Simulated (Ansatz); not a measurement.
# MgO2 (R-3m) in Ansatz: notebook

The runs below take MgO2 through band structure, single point, equation of state, with LDA.

Program: Ansatz 0.2.0. These are calculated values, not measurements. Logs are shortened: lines on timing, memory, paths and dates and some standing lists are left out, and cuts for length are marked.

## (1) The structure

The structure is trigonal, space group R-3m (No. 166). The conventional cell has a = 3.210 Å, b = 3.210 Å, c = 10.482 Å, α = 90.00°, β = 90.00°, γ = 120.00°. Around Mg (site symmetry -3m) lie 6 O at 2.11 Å. O (site symmetry 3m) is surrounded by 1 O at 1.49 Å.

The cell comes from a database or a generator and needn't be the stable form of this composition.

## (2) Band structure, LDA

input.yaml reads:

```yaml
crystal:
  lattice:
    - [1.604761016, 0.9265092046, 3.4939788749]
    - [-1.604761016, 0.9265092046, 3.4939788749]
    - [0.0, -1.8530184092, 3.4939788749]
  atoms:
    - { symbol: Mg, position: [0.0, 0.0, 0.0] }
    - { symbol: O, position: [0.571214, 0.571214, 0.571214] }
    - { symbol: O, position: [0.428786, 0.428786, 0.428786] }
hamiltonian:
  xc: lda
  pseudopotentials: { kind: paw }
kpoints:
  mp_grid: { grid: [10, 10, 10] }
  band_path:
    path:
      - [[0.0, 0.0, 0.0], [0.5, 0.0, 0.0], [0.5, 0.2135445148, -0.2135445148]]
      - [[0.7864554852, 0.5, 0.2135445148], [0.5, 0.5, 0.5], [0.0, 0.0, 0.0], [0.3567722574, 0.0, -0.3567722574]]
      - [[0.6432277426, 0.3567722574, 0.0], [0.5, 0.5, 0.0], [0.6432277426, 0.6432277426, 0.2135445148], [0.5, 0.5, 0.5]]
      - [[0.5, 0.0, 0.0], [0.7864554852, 0.3567722574, 0.3567722574]]
    npoints: 14
scf:
  occupations: { method: fermi_dirac, width: 0.05 }
  n_extra_bands: 7
output:
  forces: true
  stress: true
  eigenvalues: true
  fatbands: true
```

Potentials or basis: Ansatz PAW.

Command:

```sh
$ ansatz run input.yaml --threads 2 --pin off --max-ram 5632MiB --backend cpu --events-out ev --progress --plain --runs-dir out
```

What it wrote:

```text
Warning: RAYON_NUM_THREADS=2 ignored (pool sized by the plan → 2); use --threads N
scf.n_extra_bands = 7 over 11 filled bands (N_el = 22.0): the run solves 18 bands
Engine: ansatz 0.2.0, x86_64-unknown-linux-gnu
Pseudopotentials: kind: paw
Pseudopotential: Mg, paw, valence charge 10, recommended cutoff 420 eV (normal), Mg.paw.azcp
Pseudopotential: O, paw, valence charge 6, recommended cutoff 420 eV (normal), O.paw.azcp
Functional definition: SPW92
  exchange = slater_x
  correlation = pw_c
Crystal: 3 atoms, lattice volume = 31.170 Å³
Basis set: ecut = 420 eV, 617 PW (Γ)
Bands: 18, of which v1, the nominal top of the filled ones, is band 11 counted from 1 (10 counted from 0)
Symmetry: 12 space group operations
Space group: R-3m (ITA 166), of the structure as read, at distance tolerance 3.1e-5 Å
k-points: 116 of 1000
Non-local potential: Mg, projectors of the file, l = 0: 3, l = 1: 2, l = 2: 1
Non-local potential: O, projectors of the file, l = 0: 2, l = 1: 2, l = 2: 1
PAW form: soft (Blöchl's): semilocal exchange-correlation on the pseudo side does not see the compensation charge
PAW frozen core: Mg, regenerated for the run's functional, and the local potential with it (the file was generated under x = pbe(κ = 0.804, μ = 0.2195149727645171), c = pbe(β = 0.06672455060314922))
PAW frozen core: O, regenerated for the run's functional, and the local potential with it (the file was generated under x = pbe(κ = 0.804, μ = 0.2195149727645171), c = pbe(β = 0.06672455060314922))
PAW one-centre angular grid: Mg, 110 points (default); XC on 64 Gauss nodes
PAW one-centre angular grid: O, 110 points (default); XC on 64 Gauss nodes
Initial density: superposition of atomic densities (neutral atoms: chi_scale 0, normalization atom), corrected by the library's trained network
Initial wavefunctions: pseudopotential atomic-orbital guess
Functional: x = slater, c = lda
SCF iter   1: F=—  HF=-3012.130618 eV  |F-HF|=—  |Δ(HF+E_count)|=         —  Δρ=1.69e-2  dr2=8.65e-2  ethr=1.77e-3  ⟨swp⟩=5.4  Hψ=10564  notcnv=0  defer=57
preconditioner: auto → none  [insulator: Δε(μ)=2.161 eV  Ē_g=18.758 eV  σ=0.050 eV  W_gap=1.00  n_scr=14 (ndim 8)  ℏωp=24.9 eV  f_vac=0.038  D(μ)=0.00/eV (n_scr^D=0)  ε∞_Penn≈2.8]
SCF iter   2: F=—  HF=-3012.103485 eV  |F-HF|=—  |Δ(HF+E_count)|=   2.71e-2  Δρ=7.73e-3  dr2=8.62e-3  ethr=3.93e-4  ⟨swp⟩=2.3  Hψ=4169  notcnv=0  defer=230
SCF iter   3: F=—  HF=-3012.100115 eV  |F-HF|=—  |Δ(HF+E_count)|=   3.37e-3  Δρ=1.94e-3  dr2=4.90e-4  ethr=3.92e-5  ⟨swp⟩=2.1  Hψ=3064  notcnv=0  defer=230
SCF iter   4: F=—  HF=-3012.099882 eV  |F-HF|=—  |Δ(HF+E_count)|=   2.33e-4  Δρ=3.55e-4  dr2=1.38e-5  ethr=2.23e-6  ⟨swp⟩=2.0  Hψ=2377  notcnv=0  defer=230
SCF iter   5: F=—  HF=-3012.099880 eV  |F-HF|=—  |Δ(HF+E_count)|=   2.11e-6  Δρ=2.82e-5  dr2=9.32e-8  ethr=6.29e-8  ⟨swp⟩=2.8  Hψ=2671  notcnv=0  defer=230
SCF iter   6: F=-3012.099880 eV  HF=-3012.099880 eV  |F-HF|=1.22e-8  |Δ(HF+E_count)|=   2.70e-8  Δρ=7.38e-6  dr2=1.57e-8  ethr=4.24e-10  ⟨swp⟩=7.0  Hψ=8651  notcnv=0
SCF 1 converged in 6 iterations: F = -3012.099880 eV  dr2 = 1.57e-8
NSCF: frozen V_eff on 130 k-points
SCF converged after 6 iterations
Free energy (F): -3012.099880 eV
Harris-Foulkes:  -3012.099880 eV  (|F-HF|=1.22e-8)
Internal energy: -3012.099880 eV  (E = F + TS)
E sigma→0 (E₀):  -3012.099880 eV
Fermi energy:    7.196838 eV
--- Per-component energies (eV) ---
  E_band       = -359.529408
  E_kinetic    = 423.481058
  E_local      = -2142.629296  (includes V_loc(G=0)·N_el)
  E_nonlocal   = 196.007203
  E_hartree    = 743.845249
  E_xc         = -173.484489
  E_vxc        = -223.503292  (∫ρ·V_xc dr)
  E_paw        = -564.327200  (= ΣΔE_a)
  E_vpaw       = -100.579388  (= ΣTr[D̂ρ^β])
  E_aug_tail   = 0.004991  (compensation charges beyond the density's cutoff)
  E_ewald      = -1495.341718
  E_core_change = 0.344322  (= ΣΔE_core)
  E_smearing   = -0.000000  (= −TS)
  E_closure    = 0.000000  (closes the sum)
  Σ components = -3012.099880   (vs F -3012.099880, Δ=0.00e0)
--- Forces (eV/Å), atoms counted from 1 ---
  atom   1  Mg     0.00000000     0.00000000     0.00000000
  atom   2  O     -0.00000000    -0.00000000    -0.45023023
  atom   3  O     -0.00000000     0.00000000     0.45023023
  max |Σ_I F_I| component: 5.55e-17 eV/Å
--- Stress (GPa, compression-positive) ---
       -8.580261       0.000000       0.000000
        0.000000      -8.580261       0.000000
       -0.000000       0.000000     -13.229091
  P = ⅓ Tr σ = -10.1299 GPa (-101.299 kbar)
--- Band table (eV; the first three rows and the last of 116) ---
  k-point 0: bands = ["-66.6498", "-34.0951", "-34.0690", "-34.0690", "-15.0290", "-8.1906", "-1.7200", "2.7109", "2.7109", "5.2238", "5.2238", "10.3887", "10.7245", "17.8538", "19.6366", "20.5484", "20.5484", "22.2239"]
  k-point 1: bands = ["-66.6496", "-34.0947", "-34.0723", "-34.0697", "-14.9812", "-8.2215", "-1.6450", "2.4226", "2.6765", "5.1505", "5.1768", "10.5396", "10.9530", "17.8945", "19.5587", "19.8083", "20.8201", "21.7812"]
  k-point 2: bands = ["-66.6490", "-34.0936", "-34.0810", "-34.0715", "-14.8529", "-8.3020", "-1.4450", "1.7324", "2.5886", "5.0053", "5.0594", "10.5304", "11.8573", "17.9671", "18.1664", "20.1587", "20.9216", "21.5971"]
  k-point 115: bands = ["-66.6497", "-34.0993", "-34.0691", "-34.0691", "-14.5141", "-9.8869", "1.0673", "2.1884", "2.1884", "6.0331", "6.0331", "8.2197", "10.7517", "15.1629", "19.9043", "19.9043", "22.6964", "22.6964"]
```

Wall time 2.6 s (2 threads of AMD EPYC 7R43 (Zen 3), shared host); peak memory 0.37 GiB.

Results:

* Free energy: -3012.0999 eV
* Pressure: -10.1 GPa
* Largest force: 0.450 eV/Å
* Band gap on the k mesh: 2.19 eV, direct
* Band gap along the path: 2.19 eV, direct

Forces on the atoms (eV/Å):
```
Mg   0.000  0.000  0.000
O    0.000  0.000 -0.450
O    0.000  0.000  0.450
```

Levels at the corners of the path, in eV from the valence-band top:
```tsv
point	band 8	band 9	band 10	band 11	band 12	band 13	band 14	band 15
Γ	-3.32	-3.32	-0.81	-0.81	4.36	4.69	11.82	13.60
L	-6.09	-3.66	-1.27	-1.13	4.04	8.36	9.91	12.25
B1	-5.10	-4.70	-2.09	-0.69	3.71	9.53	9.81	12.24
B	-5.10	-4.70	-2.09	-0.69	3.71	9.53	9.81	12.24
Z	-3.84	-3.84	0.00	0.00	2.19	4.72	9.13	13.87
Γ	-3.32	-3.32	-0.81	-0.81	4.36	4.69	11.82	13.60
X	-5.10	-4.99	-1.84	-0.89	3.80	9.28	10.43	12.17
Q	-5.10	-4.99	-1.84	-0.89	3.80	9.28	10.43	12.17
F	-5.41	-4.34	-2.19	-0.13	3.40	7.53	10.72	12.07
P1	-4.92	-4.20	-2.15	-0.34	3.49	7.85	10.24	11.66
Z	-3.84	-3.84	0.00	0.00	2.19	4.72	9.13	13.87
L	-6.09	-3.66	-1.27	-1.13	4.04	8.36	9.91	12.25
P	-4.92	-4.20	-2.15	-0.34	3.49	7.85	10.24	11.66
```

Caveat: the pressure holds a Pulay correction of +1.1 GPa for the finite cutoff; the PAW data sets come from PBE, with cores solved anew for the run's functional, which leaves a small shift of forces and pressure. Expect the measured gap to be larger: semilocal functionals such as LDA lack the derivative discontinuity.

## (3) Single point, LDA, 9.77 Å³/atom (volume scaled by 0.94)

input.yaml reads:

```yaml
crystal:
  lattice:
    - [1.5720015991, 0.9075955464, 3.42265317]
    - [-1.5720015991, 0.9075955464, 3.42265317]
    - [0.0, -1.8151910928, 3.42265317]
  atoms:
    - { symbol: Mg, position: [0.0, 0.0, 0.0] }
    - { symbol: O, position: [0.571214, 0.571214, 0.571214] }
    - { symbol: O, position: [0.428786, 0.428786, 0.428786] }
hamiltonian:
  xc: lda
  pseudopotentials: { kind: paw }
kpoints:
  mp_grid: { grid: [10, 10, 10] }
scf:
  occupations: { method: fermi_dirac, width: 0.05 }
output:
  forces: true
  stress: true
  eigenvalues: true
```

Potentials or basis: Ansatz PAW.

Command:

```sh
$ ansatz run input.yaml --threads 2 --pin off --max-ram 5632MiB --backend cpu --events-out ev --progress --plain --runs-dir out
```

What it wrote:

```text
Warning: RAYON_NUM_THREADS=2 ignored (pool sized by the plan → 2); use --threads N
[... 7 set-up lines as earlier in the session ...]
Crystal: 3 atoms, lattice volume = 29.299 Å³
Basis set: ecut = 420 eV, 563 PW (Γ)
Bands: 15, of which v1, the nominal top of the filled ones, is band 11 counted from 1 (10 counted from 0)
[... 2 set-up lines as earlier in the session ...]
k-points: 116 of 1000
[... 10 set-up lines as earlier in the session ...]
SCF iter   1: F=—  HF=-3012.205612 eV  |F-HF|=—  |Δ(HF+E_count)|=         —  Δρ=1.75e-2  dr2=8.43e-2  ethr=1.77e-3  ⟨swp⟩=5.2  Hψ=9337  notcnv=0
preconditioner: auto → none  [insulator: Δε(μ)=2.558 eV  Ē_g=16.478 eV  σ=0.050 eV  W_gap=1.00  n_scr=8 (ndim 8)  ℏωp=25.7 eV  f_vac=0.033  D(μ)=0.00/eV (n_scr^D=0)  ε∞_Penn≈3.4]
SCF iter   2: F=—  HF=-3012.177988 eV  |F-HF|=—  |Δ(HF+E_count)|=   2.76e-2  Δρ=7.48e-3  dr2=7.01e-3  ethr=3.83e-4  ⟨swp⟩=2.1  Hψ=3703  notcnv=0
SCF iter   3: F=—  HF=-3012.175127 eV  |F-HF|=—  |Δ(HF+E_count)|=   2.86e-3  Δρ=1.98e-3  dr2=4.70e-4  ethr=3.19e-5  ⟨swp⟩=2.0  Hψ=2843  notcnv=0
SCF iter   4: F=—  HF=-3012.174926 eV  |F-HF|=—  |Δ(HF+E_count)|=   2.01e-4  Δρ=4.00e-4  dr2=1.58e-5  ethr=2.13e-6  ⟨swp⟩=2.5  Hψ=2786  notcnv=0
SCF iter   5: F=—  HF=-3012.174923 eV  |F-HF|=—  |Δ(HF+E_count)|=   2.62e-6  Δρ=3.07e-5  dr2=8.31e-8  ethr=7.19e-8  ⟨swp⟩=2.3  Hψ=2554  notcnv=0
SCF iter   6: F=-3012.174923 eV  HF=-3012.174923 eV  |F-HF|=6.82e-9  |Δ(HF+E_count)|=   3.89e-8  Δρ=5.10e-6  dr2=7.45e-9  ethr=3.78e-10  ⟨swp⟩=2.9  Hψ=6554  notcnv=0
SCF 1 converged in 6 iterations: F = -3012.174923 eV  dr2 = 7.45e-9
SCF converged after 6 iterations
Free energy (F): -3012.174923 eV
Harris-Foulkes:  -3012.174923 eV  (|F-HF|=6.82e-9)
Internal energy: -3012.174923 eV  (E = F + TS)
E sigma→0 (E₀):  -3012.174923 eV
Fermi energy:    8.186048 eV
--- Per-component energies (eV) ---
  E_band       = -344.467006
  E_kinetic    = 426.311903
  E_local      = -2097.636950  (includes V_loc(G=0)·N_el)
  E_nonlocal   = 196.289019
  E_hartree    = 727.791221
  E_xc         = -174.313413
  E_vxc        = -224.596079  (∫ρ·V_xc dr)
  E_paw        = -564.462470  (= ΣΔE_a)
  E_vpaw       = -100.420655  (= ΣTr[D̂ρ^β])
  E_aug_tail   = 0.005042  (compensation charges beyond the density's cutoff)
  E_ewald      = -1526.503597
  E_core_change = 0.344322  (= ΣΔE_core)
  E_smearing   = -0.000000  (= −TS)
  E_closure    = 0.000000  (closes the sum)
  Σ components = -3012.174923   (vs F -3012.174923, Δ=0.00e0)
--- Forces (eV/Å), atoms counted from 1 ---
  atom   1  Mg     0.00000000     0.00000000    -0.00000000
  atom   2  O      0.00000000     0.00000000    -0.16359574
  atom   3  O      0.00000000    -0.00000000     0.16359574
  max |Σ_I F_I| component: 5.20e-18 eV/Å
--- Stress (GPa, compression-positive) ---
       -2.454301       0.000000       0.000000
        0.000000      -2.454301      -0.000000
        0.000000      -0.000000      -1.969037
  P = ⅓ Tr σ = -2.2925 GPa (-22.925 kbar)
--- Band table (eV; the first three rows and the last of 116) ---
  k-point 0: bands = ["-65.7114", "-33.1602", "-33.1300", "-33.1300", "-14.8181", "-7.3951", "-1.3667", "3.2595", "3.2595", "5.9341", "5.9341", "11.4110", "11.8531", "19.1800", "20.9563"]
  k-point 1: bands = ["-65.7111", "-33.1596", "-33.1345", "-33.1309", "-14.7646", "-7.4321", "-1.2847", "2.9533", "3.2199", "5.8571", "5.8876", "11.6287", "12.0386", "19.2043", "20.5946"]
  k-point 2: bands = ["-65.7102", "-33.1582", "-33.1460", "-33.1333", "-14.6211", "-7.5282", "-1.0678", "2.2230", "3.1196", "5.7036", "5.7682", "11.6735", "12.9390", "19.0395", "19.4354"]
  k-point 115: bands = ["-65.7112", "-33.1662", "-33.1302", "-33.1302", "-14.2607", "-9.3344", "1.6763", "2.6882", "2.6882", "6.8352", "6.8352", "9.4117", "11.5558", "16.5748", "21.0832"]
```

Run time: 1.3 s. Hardware: 2 threads of AMD EPYC 7R43 (Zen 3), shared host; peak memory 0.37 GiB.

Results:

- Free energy: -3012.1749 eV
- Pressure: -2.3 GPa
- Largest force: 0.164 eV/Å
- Band gap on the k mesh: 2.58 eV, direct

Caveat: the pressure holds a Pulay correction of +1.1 GPa for the finite cutoff; the PAW data sets come from PBE, with cores solved anew for the run's functional, which leaves a small shift of forces and pressure.

## (4) Single point, LDA, 9.97 Å³/atom (volume scaled by 0.96)

Edit input.yaml of step 3 so:

```diff
@@ -2,5 +2,5 @@
   lattice:
-    - [1.5720015991, 0.9075955464, 3.42265317]
-    - [-1.5720015991, 0.9075955464, 3.42265317]
-    - [0.0, -1.8151910928, 3.42265317]
+    - [1.5830723976, 0.9139872749, 3.4467571555]
+    - [-1.5830723976, 0.9139872749, 3.4467571555]
+    - [0.0, -1.8279745499, 3.4467571555]
   atoms:
@@ -20 +20,5 @@
   eigenvalues: true
+  write_density: true
+  write_potential: true
+  elf: true
+  volumetric_format: npy
```

Command:

```sh
$ ansatz run input.yaml --threads 2 --pin off --max-ram 5632MiB --backend cpu --events-out ev --progress --plain --runs-dir out
```

Run time: 1.6 s. Hardware: 2 threads of AMD EPYC 7R43 (Zen 3), shared host; peak memory 0.39 GiB.

Results (log left out):

```yaml
Free_energy: -3012.1602 eV
Pressure: -5.2 GPa
Largest_force: 0.266 eV/Å
Band_gap_on_the_k_mesh: 2.44 eV, direct
```

Caveat: the pressure holds a Pulay correction of +1.1 GPa for the finite cutoff; the PAW data sets come from PBE, with cores solved anew for the run's functional, which leaves a small shift of forces and pressure.

## (5) Single point, LDA, 10.18 Å³/atom (volume scaled by 0.98)

input.yaml reads:

```yaml
crystal:
  lattice:
    - [1.5939904833, 0.9202908347, 3.4705286457]
    - [-1.5939904833, 0.9202908347, 3.4705286457]
    - [0.0, -1.8405816693, 3.4705286457]
  atoms:
    - { symbol: Mg, position: [0.0, 0.0, 0.0] }
    - { symbol: O, position: [0.571214, 0.571214, 0.571214] }
    - { symbol: O, position: [0.428786, 0.428786, 0.428786] }
hamiltonian:
  xc: lda
  pseudopotentials: { kind: paw }
kpoints:
  mp_grid: { grid: [10, 10, 10] }
scf:
  occupations: { method: fermi_dirac, width: 0.05 }
output:
  forces: true
  stress: true
  eigenvalues: true
```

Command:

```sh
$ ansatz run input.yaml --threads 2 --pin off --max-ram 5632MiB --backend cpu --events-out ev --progress --plain --runs-dir out
```

It took 1.2 s on 2 threads of AMD EPYC 7R43 (Zen 3), shared host; peak memory 0.38 GiB.

It converged, with:

```
Free energy            : -3012.1348 eV
Pressure               : -7.8 GPa
Largest force          : 0.362 eV/Å
Band gap on the k mesh : 2.31 eV, direct
```

Caveat: the pressure holds a Pulay correction of +1.1 GPa for the finite cutoff; the PAW data sets come from PBE, with cores solved anew for the run's functional, which leaves a small shift of forces and pressure.

## (6) Single point, LDA, 10.39 Å³/atom

Edit input.yaml of step 5 so:

```diff
@@ -2,5 +2,5 @@
   lattice:
-    - [1.5939904833, 0.9202908347, 3.4705286457]
-    - [-1.5939904833, 0.9202908347, 3.4705286457]
-    - [0.0, -1.8405816693, 3.4705286457]
+    - [1.604761016, 0.9265092046, 3.4939788749]
+    - [-1.604761016, 0.9265092046, 3.4939788749]
+    - [0.0, -1.8530184092, 3.4939788749]
   atoms:
```

Potentials or basis: Ansatz PAW.

Command:

```sh
$ ansatz run input.yaml --threads 2 --pin off --max-ram 5632MiB --backend cpu --events-out ev --progress --plain --runs-dir out
```

It took 1.3 s on 2 threads of AMD EPYC 7R43 (Zen 3), shared host; peak memory 0.37 GiB.

It converged, with:

```yaml
Free_energy: -3012.0999 eV
Pressure: -10.1 GPa
Largest_force: 0.450 eV/Å
Band_gap_on_the_k_mesh: 2.19 eV, direct
```

Caveat: the pressure holds a Pulay correction of +1.1 GPa for the finite cutoff; the PAW data sets come from PBE, with cores solved anew for the run's functional, which leaves a small shift of forces and pressure.

## (7) Single point, LDA, 10.60 Å³/atom (volume scaled by 1.02)

Edit input.yaml of step 6 so:

```diff
@@ -2,5 +2,5 @@
   lattice:
-    - [1.604761016, 0.9265092046, 3.4939788749]
-    - [-1.604761016, 0.9265092046, 3.4939788749]
-    - [0.0, -1.8530184092, 3.4939788749]
+    - [1.6153888821, 0.932645206, 3.5171184822]
+    - [-1.6153888821, 0.932645206, 3.5171184822]
+    - [0.0, -1.8652904119, 3.5171184822]
   atoms:
```

Command:

```sh
$ ansatz run input.yaml --threads 2 --pin off --max-ram 5632MiB --backend cpu --events-out ev --progress --plain --runs-dir out
```

Wall time 1.2 s (2 threads of AMD EPYC 7R43 (Zen 3), shared host); peak memory 0.38 GiB.

Results (log left out):

* Free energy: -3012.0563 eV
* Pressure: -12.2 GPa
* Largest force: 0.532 eV/Å
* Band gap on the k mesh: 2.07 eV, direct

Caveat: the pressure holds a Pulay correction of +1.1 GPa for the finite cutoff; the PAW data sets come from PBE, with cores solved anew for the run's functional, which leaves a small shift of forces and pressure.

## (8) Single point, LDA, 10.81 Å³/atom (volume scaled by 1.04)

Edit input.yaml of step 7 so:

```diff
@@ -2,5 +2,5 @@
   lattice:
-    - [1.6153888821, 0.932645206, 3.5171184822]
-    - [-1.6153888821, 0.932645206, 3.5171184822]
-    - [0.0, -1.8652904119, 3.5171184822]
+    - [1.6258787142, 0.9387015134, 3.5399575539]
+    - [-1.6258787142, 0.9387015134, 3.5399575539]
+    - [0.0, -1.8774030267, 3.5399575539]
   atoms:
```

Command:

```sh
$ ansatz run input.yaml --threads 2 --pin off --max-ram 5632MiB --backend cpu --events-out ev --progress --plain --runs-dir out
```

Run time: 1.3 s. Hardware: 2 threads of AMD EPYC 7R43 (Zen 3), shared host; peak memory 0.37 GiB.

Results (log left out):

```yaml
Free_energy: -3012.0052 eV
Pressure: -14.1 GPa
Largest_force: 0.608 eV/Å
Band_gap_on_the_k_mesh: 1.95 eV, direct
```

Caveat: the pressure holds a Pulay correction of +1.1 GPa for the finite cutoff; the PAW data sets come from PBE, with cores solved anew for the run's functional, which leaves a small shift of forces and pressure.

## (9) Single point, LDA, 11.01 Å³/atom (volume scaled by 1.06)

Edit input.yaml of step 8 so:

```diff
@@ -2,5 +2,5 @@
   lattice:
-    - [1.6258787142, 0.9387015134, 3.5399575539]
-    - [-1.6258787142, 0.9387015134, 3.5399575539]
-    - [0.0, -1.8774030267, 3.5399575539]
+    - [1.6362349088, 0.9446806651, 3.5625056621]
+    - [-1.6362349088, 0.9446806651, 3.5625056621]
+    - [0.0, -1.8893613302, 3.5625056621]
   atoms:
@@ -20 +20,5 @@
   eigenvalues: true
+  write_density: true
+  write_potential: true
+  elf: true
+  volumetric_format: npy
```

Potentials or basis: Ansatz PAW.

Command:

```sh
$ ansatz run input.yaml --threads 2 --pin off --max-ram 5632MiB --backend cpu --events-out ev --progress --plain --runs-dir out
```

It took 1.8 s on 2 threads of AMD EPYC 7R43 (Zen 3), shared host; peak memory 0.35 GiB.

Results (log left out):

```
Free energy            : -3011.9472 eV
Pressure               : -15.7 GPa
Largest force          : 0.679 eV/Å
Band gap on the k mesh : 1.85 eV, direct
```

Caveat: the pressure holds a Pulay correction of +1.0 GPa for the finite cutoff; the PAW data sets come from PBE, with cores solved anew for the run's functional, which leaves a small shift of forces and pressure.

## (10) Equation of state, LDA

Potentials or basis: Ansatz PAW.

No new run: the results of the series are fitted here.

Results:

```yaml
Equilibrium_volume: "9.62 Å³/atom (rough: see the caveat)"
Bulk_modulus_at_fixed_shape_and_positions: 154 GPa (rough)
```

Energy against volume, from the lowest point:
| volume (Å³/atom) | energy (meV/atom) |
| --- | --- |
| 9.766 | 0.00 |
| 9.974 | 4.90 |
| 10.182 | 13.39 |
| 10.390 | 25.01 |
| 10.598 | 39.54 |
| 10.805 | 56.58 |
| 11.013 | 75.91 |

Caveat: the minimum lies outside the volumes run; the cell was scaled at fixed shape and fractional positions, which overstates the stiffness of a crystal with free parameters, most of all of layers and chains.
